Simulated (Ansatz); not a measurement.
# Relaxation of AlN, step by step

Method: PBE, scalar-relativistic; no spin polarisation; PAW, 420 eV, Γ-centred 8×8×4 mesh, 0.05 eV Gaussian smearing; code Ansatz; PAW files: Ansatz's generated set soft_2.

The chain of runs began from a cell as deposited in COD, expanded in volume.

```yaml
crystal:
  lattice:
    - [3.1213377828, 0.0, 0.0]
    - [-1.5606688914, 2.7031578137, 0.0]
    - [0.0, 0.0, 4.9945383275]
  atoms:
    - { symbol: Al, position: [0.3333333333, 0.6666666667, 0.0] }
    - { symbol: Al, position: [0.6666666667, 0.3333333333, 0.5] }
    - { symbol: "N", position: [0.3333333333, 0.6666666667, 0.385] }
    - { symbol: "N", position: [0.6666666667, 0.3333333333, 0.885] }
basis:
  ecutwfc: 420
  ecutrho_ratio: 4
kpoints:
  mp_grid: { grid: [8, 8, 4] }
hamiltonian:
  xc: pbe
scf:
  occupations: { method: gaussian, width: 0.05 }
output:
  forces: true
  stress: true
  eigenvalues: true
relax:
  f_tol: 0.03
  max_steps: 60
  cell: { stress_tol: 0.3 }
```

Launched as:
```sh
ansatz run input.yaml --threads 4 --pin off --max-ram 7168MiB --backend cpu --events-out ev --progress --plain --runs-dir out
```

Positions (Å) and forces (eV/Å) at the first step:

```xyz
4
Lattice="3.121 0.000 0.000 -1.561 2.703 0.000 0.000 0.000 4.995" Properties=species:S:1:pos:R:3:forces:R:3 pbc="T T T"
Al    0.000    1.802    0.000    0.000    0.000    0.180
Al    1.561    0.901    2.497    0.000    0.000    0.180
N     0.000    1.802    1.923    0.000    0.000   -0.180
N     1.561    0.901    4.420    0.000    0.000   -0.180
```

**Question.** Where does the relaxation end?

**Answer.** After 3 further evaluations the energy is 1.4 meV/atom lower and the largest force component 0.019 eV/Å; space group P6_3mc.
```xyz
4
Lattice="3.131 0.000 0.000 -1.565 2.711 0.000 0.000 0.000 5.018" Properties=species:S:1:pos:R:3 pbc="T T T"
Al    0.000    1.808    0.008
Al    1.565    0.904    2.517
N     0.000    1.808    1.924
N     1.565    0.904    4.433
```

The course:

```
step  E − E(end) (meV/atom)  largest force component (eV/Å)  P (GPa)  a (Å)  b (Å)  c (Å)  accepted
   1                   1.41                           0.180     2.01  3.121  3.121  4.995       yes
   2                   0.74                           0.134     0.97  3.125  3.125  5.008       yes
   3                   0.38                           0.019    -0.12  3.131  3.131  5.018       yes
   4                   0.00                           0.019    -0.06  3.131  3.131  5.018       yes
```

Late in the path the plane-wave basis is renewed for the changed cell, which shifts energy and pressure at the same geometry (Pulay error), so rows before the renewal hold an offset.

Step 3 in full:

```xyz
4
Lattice="3.131 0.000 0.000 -1.565 2.711 0.000 0.000 0.000 5.018" Properties=species:S:1:pos:R:3:forces:R:3 pbc="T T T"
Al    0.000    1.808    0.008    0.000    0.000    0.019
Al    1.565    0.904    2.517    0.000    0.000    0.019
N     0.000    1.808    1.924    0.000    0.000   -0.019
N     1.565    0.904    4.433    0.000    0.000   -0.019
```

Cost: 4.3 s on 4 threads of Intel(R) Xeon(R) Platinum 8259CL CPU @ 2.50GHz (Skylake/Cascade Lake) (shared host), peak memory 0.38 GiB.

